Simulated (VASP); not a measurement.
**Sr: single point with PBE**

Crystal: Sr.

```xyz
2
Lattice="4.2680 0.0000 0.0000 -2.1340 3.6962 0.0000 0.0000 0.0000 7.0140" Properties=species:S:1:pos:R:3 pbc="T T T"
Sr    0.0000    2.4641    1.7535
Sr    2.1340    1.2321    5.2605
```

This isn't the form of Sr at room conditions, which is fcc.

```
Program             : VASP 6.6.1
Task                : single point
Functional          : PBE
Potentials or basis : VASP PAW PBE potentials, release 64 (Sr_sv)
Cutoff              : 520 eV
k mesh              : 12 × 12 × 6
Occupations         : gaussian, width 0.1 eV
Spin                : no spin polarisation
```

```
Pressure               : 0.0 GPa
Band gap on the k mesh : none (metal or under the smearing width)
```

Levels at points of the mesh, in eV from the Fermi level:
```csv
k point,band 6,band 7,band 8,band 9,band 10,band 11,band 12,band 13,band 14,band 15
"(0.00, 0.00, 0.00)",-18.54,-18.54,-18.53,-3.66,-1.16,0.01,2.25,2.28,2.28,2.68
"(0.50, 0.00, 0.00)",-18.61,-18.58,-18.56,-1.12,-0.55,0.06,0.23,1.28,1.85,2.19
"(0.00, 0.00, 0.50)",-18.55,-18.55,-18.55,-2.73,-2.73,1.24,1.24,2.28,2.28,2.28
"(0.50, 0.00, 0.50)",-18.58,-18.58,-18.58,-0.82,-0.82,0.23,0.23,1.30,1.30,2.97
```

It took 2.5 min on 1 thread of Intel(R) Xeon(R) Platinum 8259CL CPU @ 2.50GHz (Skylake/Cascade Lake) (shared host), peak memory 0.3 GiB.
